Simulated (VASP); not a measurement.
# CdSe (Cadmoselite) (P6_3mc) in VASP: notebook, part 2 of 2

VASP 6.6.1. Earlier steps stand in the parts before.

### 3 Single point, HSE06

POSCAR

```
CdSe
1.0
    4.3000000000      0.0000000000      0.0000000000
   -2.1500000000      3.7239092363      0.0000000000
    0.0000000000      0.0000000000      7.0200000000
Cd Se
2 2
Direct
    0.6666666667      0.3333333333      0.5000000000
    0.3333333333      0.6666666667      0.0000000000
    0.6666666667      0.3333333333      0.8850000000
    0.3333333333      0.6666666667      0.3850000000
```

INCAR.step1

```
SYSTEM = CdSe
ALGO = Normal
EDIFF = 1E-5
ENCUT = 400
GGA = PE
ISIF = 2
ISMEAR = 0
LASPH = .TRUE.
LCHARG = .FALSE.
LREAL = .FALSE.
LWAVE = .TRUE.
NBANDS = 26
NELM = 100
NKRED = 1
PREC = Accurate
SIGMA = 0.01
```

INCAR.step2

```
SYSTEM = CdSe
ALGO = Normal
EDIFF = 1E-6
ENCUT = 400
GGA = PE
HFSCREEN = 0.2
ISIF = 2
ISMEAR = 0
ISTART = 1
LASPH = .TRUE.
LCHARG = .FALSE.
LHFCALC = .TRUE.
LREAL = .FALSE.
LWAVE = .FALSE.
NBANDS = 26
NELM = 100
NKRED = 1
PREC = Accurate
PRECFOCK = Medium
SIGMA = 0.01
```

KPOINTS

```
k-points
0
G
  3 3 2
  0 0 0
```

Potentials or basis: VASP PAW PBE potentials, release 64 (Cd, Se).

Command:

```console
> cat potpaw_PBE.64/Cd/POTCAR potpaw_PBE.64/Se/POTCAR > POTCAR
> cp INCAR.step1 INCAR
> mpirun -np 1 vasp_std > vasp.out
> cp INCAR.step2 INCAR
> mpirun -np 1 vasp_std > vasp.out
```

OUTCAR:

```text
SYSTEM = CdSe
   EDIFF = 1E-6
   ENCUT = 400
   GGA = PE
   HFSCREEN = 0.2
   ISIF = 2
   ISMEAR = 0
   ISTART = 1
   LASPH = .TRUE.
   LHFCALC = .TRUE.
   LREAL = .FALSE.
   NELM = 100
   NKRED = 1
   PREC = Accurate
   PRECFOCK = Medium

 Found      6 irreducible k-points:

 Following reciprocal coordinates:
            Coordinates               Weight
  0.000000  0.000000  0.000000      1.000000
  0.333333 -0.000000  0.000000      6.000000
  0.333333  0.333333  0.000000      2.000000
  0.000000  0.000000  0.500000      1.000000
  0.333333 -0.000000  0.500000      6.000000
  0.333333  0.333333  0.500000      2.000000
   k-points           NKPTS =      6   k-points in BZ     NKDIM =     18   number of bands    NBANDS=     26
   number of dos      NEDOS =    301   number of ions     NIONS =      4
   total plane-waves  NPLWV =  37632
   dimension x,y,z NGX =    28 NGY =   28 NGZ =   48
   dimension x,y,z NGXF=    56 NGYF=   56 NGZF=   96
   ions per type =               2   2
   NGX,Y,Z   is equivalent  to a cutoff of  10.83, 10.83, 11.37 a.u.
   NGXF,Y,Z  is equivalent  to a cutoff of  21.65, 21.65, 22.73 a.u.
 SYSTEM =  CdSe
   PREC   = accura    normal or accurate (medium, high low for compatibility)
   ISTART =      1    job   : 0-new  1-cont  2-samecut
   ICHARG =      0    charge: 1-file 2-atom 10-const
   ISPIN  =      1    spin polarized calculation?
   LNONCOLLINEAR =      F non collinear calculations
   LSORBIT =      F    spin-orbit coupling
   LASPH  =      T    aspherical Exc in radial PAW
   ENCUT  =  400.0 eV  29.40 Ry    5.42 a.u.   7.01  7.01 11.45*2*pi/ulx,y,z
   NELM   =    100;   NELMIN=  2; NELMDL=  0     # of ELM steps
   EDIFF  = 0.1E-05   stopping-criterion for ELM
   LREAL  =      F    real-space projection
   EDIFFG = 0.1E-04   stopping-criterion for IOM
   NSW    =      0    number of steps for IOM
   IBRION =     -1    ionic relax: 0-MD 1-quasi-New 2-CG
   NFREE  =      0    steps in history (QN), initial steepest desc. (CG)
   ISIF   =      2    stress and relaxation
   ISYM   =      3    0-nonsym 1-usesym 2-fastsym
[... 19 lines left out ...]
   PRECFOCK=medium    Normal, Fast or Accurate (Low or Medium for compatibility)
   ENCUT4O =  -1.0   cutoff for four orbital integrals eV
   NKREDX  =     1    reduce k-point grid by
   NKREDY  =     1    reduce k-point grid by
   NKREDZ  =     1    reduce k-point grid by
   AEXX    =    0.2500 exact exchange contribution
   HFSCREEN=    0.2000 screening length (either q_TF or 0.3 A-1)
   HFSCREENC=   0.2000 screening length for correlation (either q_TF or 0.3 A-1)
   ENCUTFOCK=  -1.0 apply spherical cutoff to Coloumb kernel
   IVDW    =     0    specifies the selected vdW correction
   LEPSILON=     F    determine dielectric tensor
   LRPA    =     F    only Hartree local field effects (RPA)
 non-spin polarized calculation
 Gauss-broadening in eV      SIGMA  =   0.01
  energy-cutoff  :      400.00
  volume of cell :      112.41
 maximum number of plane-waves:      2055
 NGX is ok and might be reduce to    28

 number of electron      35.9999993 magnetization

 Free energy of the ion-electron system (eV)
  ---------------------------------------------------
  ext. energy  EPLUGINS =         0.00000000
  ---------------------------------------------------
  free energy    TOTEN  =       -13.50397713 eV

  energy without entropy =      -13.50397713  energy(sigma->0) =      -13.50397713

 E-fermi :   0.4124     XC(G=0):  -7.3598

 val. band max:        0.3630828391   @ k =   0.0000   0.0000   0.0000
 cond. band min:       2.0459768437   @ k =   0.0000   0.0000   0.0000
 fundamental gap:      1.6828940046
 Fermi energy:         0.4124399401

 k-point     1 :       0.0000    0.0000    0.0000
  band No.  band energies     occupation
      1     -13.3364      2.00000
      2     -12.9371      2.00000
      3      -8.8073      2.00000
      4      -8.8073      2.00000
      5      -8.7527      2.00000
      6      -8.7503      2.00000
[... 163 lines left out ...]
     25      10.4154      0.00000
     26      10.4162      0.00000

------------------------ aborting loop because EDIFF is reached ----------------------------------------

  FORCE on cell =-STRESS in cart. coord.  units (eV):
  Direction    XX          YY          ZZ          XY          YZ          ZX
  --------------------------------------------------------------------------------------
  -------------------------------------------------------------------------------------
  Total        2.0544094      2.0544094     -0.0556484      0.0000000      0.0000000      0.0000000
  in kB       29.2814726     29.2814726     -0.7931557      0.0000000      0.0000000      0.0000000
  external PRESSURE =      19.2565965 kB  Pullay stress =       0.0000000 kB

 VOLUME and BASIS-vectors are now :
 -----------------------------------------------------------------------------
  energy-cutoff  :      400.00
  volume of cell :      112.41
      direct lattice vectors                 reciprocal lattice vectors
     4.300000000  0.000000000  0.000000000     0.232558140  0.134267504  0.000000000
    -2.150000000  3.723909236  0.000000000     0.000000000  0.268535009  0.000000000
     0.000000000  0.000000000  7.020000000     0.000000000  0.000000000  0.142450142

 POSITION                                       TOTAL-FORCE (eV/Angst)
 -----------------------------------------------------------------------------------
      2.15000      1.24130      3.51000         0.000000     -0.000000      0.332837
     -0.00000      2.48261      0.00000         0.000000      0.000000      0.332837
      2.15000      1.24130      6.21270        -0.000000      0.000000     -0.332837
     -0.00000      2.48261      2.70270        -0.000000      0.000000     -0.332837
 -----------------------------------------------------------------------------------
    total drift:                               -0.000000     -0.000000      0.000405

  FREE ENERGIE OF THE ION-ELECTRON SYSTEM (eV)
  ---------------------------------------------------
  free  energy   TOTEN  =       -13.5039771280 eV

  energy  without entropy=      -13.5039771280  energy(sigma->0) =      -13.50397713
```

OUTCAR.step1:

```text
SYSTEM = CdSe
   EDIFF = 1E-5
   ENCUT = 400
   GGA = PE
   ISIF = 2
   ISMEAR = 0
[... 286 lines left out ...]
      2.15000      1.24130      3.51000         0.000000     -0.000000      0.346554
     -0.00000      2.48261      0.00000        -0.000000      0.000000      0.346554
      2.15000      1.24130      6.21270        -0.000000     -0.000000     -0.346554
     -0.00000      2.48261      2.70270         0.000000     -0.000000     -0.346554
 -----------------------------------------------------------------------------------
    total drift:                               -0.000000     -0.000000     -0.000125

  FREE ENERGIE OF THE ION-ELECTRON SYSTEM (eV)
  ---------------------------------------------------
  free  energy   TOTEN  =       -10.6770780118 eV

  energy  without entropy=      -10.6770780118  energy(sigma->0) =      -10.67707801
```

OSZICAR.step1:

```text
N       E                     dE             d eps       ncg     rms          rms(c)
DAV:   1     0.209234421677E+03    0.20923E+03   -0.15075E+04   312   0.102E+03
DAV:   2    -0.101076471995E+01   -0.21025E+03   -0.20381E+03   364   0.281E+02
DAV:   3    -0.114179892545E+02   -0.10407E+02   -0.10349E+02   372   0.633E+01
DAV:   4    -0.114918349129E+02   -0.73846E-01   -0.73786E-01   352   0.504E+00
DAV:   5    -0.114923192222E+02   -0.48431E-03   -0.48428E-03   366   0.383E-01    0.906E+00
DAV:   6    -0.107175911109E+02    0.77473E+00   -0.12595E+00   356   0.111E+01    0.715E+00
DAV:   7    -0.106779342176E+02    0.39657E-01   -0.60030E-01   326   0.392E+00    0.262E+00
DAV:   8    -0.106764430746E+02    0.14911E-02   -0.62062E-02   318   0.250E+00    0.421E-01
DAV:   9    -0.106767760249E+02   -0.33295E-03   -0.80718E-03   338   0.102E+00    0.112E-01
DAV:  10    -0.106769635197E+02   -0.18749E-03   -0.92432E-04   348   0.333E-01    0.748E-02
DAV:  11    -0.106770815312E+02   -0.11801E-03   -0.24778E-04   316   0.875E-02    0.267E-02
DAV:  12    -0.106770780118E+02    0.35194E-05   -0.42593E-05   356   0.698E-02
   1 F= -.10677078E+02 E0= -.10677078E+02  d E =-.464220E-12
```

It took 7.7 min on 1 thread of Intel Xeon 6975P-C (Granite Rapids), shared host; peak memory 0.32 GiB.

These settings aren't checked as converged: the numbers below hold their error.

What came out:

```yaml
Free_energy: -13.5040 eV
Pressure: 1.9 GPa
Largest_force: 0.333 eV/Å
Band_gap_on_the_k_mesh: 1.68 eV, direct
```

Caveat: the k mesh is coarse (spacing up to 0.56 Å⁻¹), so the values aren't converged, least of all with exact exchange; the PAW data sets were made with another functional, which shifts forces and pressure a little.

### 4 Single point, HSE06

POSCAR is that of step 3.

INCAR.step1: that of step 3 with these lines changed.

```diff
@@ -3,3 +3,3 @@
 EDIFF = 1E-5
-ENCUT = 400
+ENCUT = 460
 GGA = PE
```

INCAR.step2: that of step 3 with these lines changed.

```diff
@@ -3,3 +3,3 @@
 EDIFF = 1E-6
-ENCUT = 400
+ENCUT = 460
 GGA = PE
@@ -18,3 +18,3 @@
 PREC = Accurate
-PRECFOCK = Medium
+PRECFOCK = Fast
 SIGMA = 0.01
```

KPOINTS is that of step 3.

Command:

```console
> cat potpaw_PBE.64/Cd/POTCAR potpaw_PBE.64/Se/POTCAR > POTCAR
> cp INCAR.step1 INCAR
> mpirun -np 1 vasp_std > vasp.out
> cp INCAR.step2 INCAR
> mpirun -np 1 vasp_std > vasp.out
```

It took 2.6 min on 1 thread of Intel Xeon 6975P-C (Granite Rapids), shared host; peak memory 0.31 GiB.

The run converged, but some of its settings lie outside the range that counts as converged, so its numbers aren't taken as properties of the crystal.

What came out:

| Item | Value |
| --- | --- |
| Free energy | -13.5132 eV |
| Pressure | 2.3 GPa |
| Largest force | 0.333 eV/Å |
| Band gap on the k mesh | 1.68 eV, direct |

Caveat: the k mesh is coarse (spacing up to 0.56 Å⁻¹), so the values aren't converged, least of all with exact exchange; the PAW data sets were made with another functional, which shifts forces and pressure a little.

### 5 Single point, HSE06

POSCAR is that of step 4.

INCAR.step1: that of step 4 with these lines changed.

```diff
@@ -3,3 +3,3 @@
 EDIFF = 1E-5
-ENCUT = 460
+ENCUT = 400
 GGA = PE
```

INCAR.step2: that of step 4 with these lines changed.

```diff
@@ -3,3 +3,3 @@
 EDIFF = 1E-6
-ENCUT = 460
+ENCUT = 400
 GGA = PE
```

KPOINTS

```
k-points
0
G
  4 4 2
  0 0 0
```

Potentials or basis: VASP PAW PBE potentials, release 64 (Cd, Se).

Command:

```console
> cat potpaw_PBE.64/Cd/POTCAR potpaw_PBE.64/Se/POTCAR > POTCAR
> cp INCAR.step1 INCAR
> mpirun -np 1 vasp_std > vasp.out
> cp INCAR.step2 INCAR
> mpirun -np 1 vasp_std > vasp.out
```

OUTCAR:

```text
SYSTEM = CdSe
   EDIFF = 1E-6
   ENCUT = 400
   GGA = PE
   HFSCREEN = 0.2
   ISIF = 2
   ISMEAR = 0
   ISTART = 1
   LASPH = .TRUE.
   LHFCALC = .TRUE.
   LREAL = .FALSE.
   NELM = 100
   NKRED = 1
   PREC = Accurate
   PRECFOCK = Fast

 Found      8 irreducible k-points:

 Following reciprocal coordinates:
            Coordinates               Weight
  0.000000  0.000000  0.000000      1.000000
  0.250000 -0.000000  0.000000      6.000000
  0.500000 -0.000000  0.000000      3.000000
  0.250000  0.250000  0.000000      6.000000
  0.000000  0.000000  0.500000      1.000000
  0.250000 -0.000000  0.500000      6.000000
   k-points           NKPTS =      8   k-points in BZ     NKDIM =     32   number of bands    NBANDS=     26
   number of dos      NEDOS =    301   number of ions     NIONS =      4
   total plane-waves  NPLWV =  37632
   dimension x,y,z NGX =    28 NGY =   28 NGZ =   48
   dimension x,y,z NGXF=    56 NGYF=   56 NGZF=   96
   ions per type =               2   2
   NGX,Y,Z   is equivalent  to a cutoff of  10.83, 10.83, 11.37 a.u.
[... 66 lines left out ...]

  energy without entropy =      -13.64723836  energy(sigma->0) =      -13.64723836

 E-fermi :   0.3776     XC(G=0):  -7.3714

 val. band max:        0.3313545122   @ k =   0.0000   0.0000   0.0000
 cond. band min:       2.0094120479   @ k =   0.0000   0.0000   0.0000
 fundamental gap:      1.6780575357
 Fermi energy:         0.3775534475

 k-point     1 :       0.0000    0.0000    0.0000
  band No.  band energies     occupation
      1     -13.3727      2.00000
      2     -12.9741      2.00000
      3      -8.8046      2.00000
      4      -8.8046      2.00000
      5      -8.7486      2.00000
      6      -8.7477      2.00000
[... 163 lines left out ...]
     25       8.8239      0.00000
     26       8.8239      0.00000

 [... further k-points ...]

------------------------ aborting loop because EDIFF is reached ----------------------------------------

  FORCE on cell =-STRESS in cart. coord.  units (eV):
  Direction    XX          YY          ZZ          XY          YZ          ZX
  --------------------------------------------------------------------------------------
  -------------------------------------------------------------------------------------
  Total        1.6969093      1.6969093      0.0601759      0.0000000      0.0000000      0.0000000
  in kB       24.1860280     24.1860280      0.8576864      0.0000000      0.0000000      0.0000000
  external PRESSURE =      16.4099142 kB  Pullay stress =       0.0000000 kB

 VOLUME and BASIS-vectors are now :
 -----------------------------------------------------------------------------
  energy-cutoff  :      400.00
  volume of cell :      112.41
      direct lattice vectors                 reciprocal lattice vectors
     4.300000000  0.000000000  0.000000000     0.232558140  0.134267504  0.000000000
    -2.150000000  3.723909236  0.000000000     0.000000000  0.268535009  0.000000000
     0.000000000  0.000000000  7.020000000     0.000000000  0.000000000  0.142450142

 POSITION                                       TOTAL-FORCE (eV/Angst)
 -----------------------------------------------------------------------------------
      2.15000      1.24130      3.51000         0.000000      0.000000      0.298210
     -0.00000      2.48261      0.00000        -0.000000      0.000000      0.298210
      2.15000      1.24130      6.21270         0.000000     -0.000000     -0.298210
     -0.00000      2.48261      2.70270        -0.000000      0.000000     -0.298210
 -----------------------------------------------------------------------------------
    total drift:                               -0.000001      0.000000      0.000117

  FREE ENERGIE OF THE ION-ELECTRON SYSTEM (eV)
  ---------------------------------------------------
  free  energy   TOTEN  =       -13.6472383559 eV

  energy  without entropy=      -13.6472383559  energy(sigma->0) =      -13.64723836
```

OUTCAR.step1:

```text
SYSTEM = CdSe
   EDIFF = 1E-5
   ENCUT = 400
   GGA = PE
   ISIF = 2
   ISMEAR = 0
[... 288 lines left out ...]
      2.15000      1.24130      3.51000         0.000000      0.000000      0.306793
     -0.00000      2.48261      0.00000        -0.000000     -0.000000      0.306793
      2.15000      1.24130      6.21270         0.000000      0.000000     -0.306793
     -0.00000      2.48261      2.70270        -0.000000      0.000000     -0.306793
 -----------------------------------------------------------------------------------
    total drift:                               -0.000000     -0.000000      0.000262

  FREE ENERGIE OF THE ION-ELECTRON SYSTEM (eV)
  ---------------------------------------------------
  free  energy   TOTEN  =       -10.8451374026 eV

  energy  without entropy=      -10.8451374026  energy(sigma->0) =      -10.84513740
```

OSZICAR.step1:

```text
N       E                     dE             d eps       ncg     rms          rms(c)
DAV:   1     0.207833691421E+03    0.20783E+03   -0.14964E+04   416   0.101E+03
DAV:   2    -0.139717824325E+01   -0.20923E+03   -0.20255E+03   488   0.282E+02
DAV:   3    -0.115491890868E+02   -0.10152E+02   -0.10107E+02   484   0.627E+01
DAV:   4    -0.116177117442E+02   -0.68523E-01   -0.68492E-01   456   0.497E+00
DAV:   5    -0.116181501019E+02   -0.43836E-03   -0.43834E-03   476   0.366E-01    0.896E+00
DAV:   6    -0.108827829187E+02    0.73537E+00   -0.12527E+00   500   0.109E+01    0.704E+00
DAV:   7    -0.108466648502E+02    0.36118E-01   -0.56259E-01   444   0.379E+00    0.259E+00
DAV:   8    -0.108447001051E+02    0.19647E-02   -0.58587E-02   440   0.242E+00    0.403E-01
DAV:   9    -0.108448664875E+02   -0.16638E-03   -0.74985E-03   460   0.982E-01    0.114E-01
DAV:  10    -0.108450454968E+02   -0.17901E-03   -0.85604E-04   450   0.313E-01    0.760E-02
DAV:  11    -0.108451385564E+02   -0.93060E-04   -0.20143E-04   436   0.791E-02    0.250E-02
DAV:  12    -0.108451374026E+02    0.11537E-05   -0.35884E-05   460   0.627E-02
   1 F= -.10845137E+02 E0= -.10845137E+02  d E =-.113571E-26
```

It took 3.8 min on 1 thread of Intel Xeon 6975P-C (Granite Rapids), shared host; peak memory 0.3 GiB.

The run converged, but some of its settings lie outside the range that counts as converged, so its numbers aren't taken as properties of the crystal.

Results:

```yaml
Free_energy: -13.6472 eV
Pressure: 1.6 GPa
Largest_force: 0.298 eV/Å
Band_gap_on_the_k_mesh: 1.68 eV, direct
```

Caveat: the k mesh is coarse (spacing up to 0.45 Å⁻¹), so the values aren't converged, least of all with exact exchange; the PAW data sets were made with another functional, which shifts forces and pressure a little.
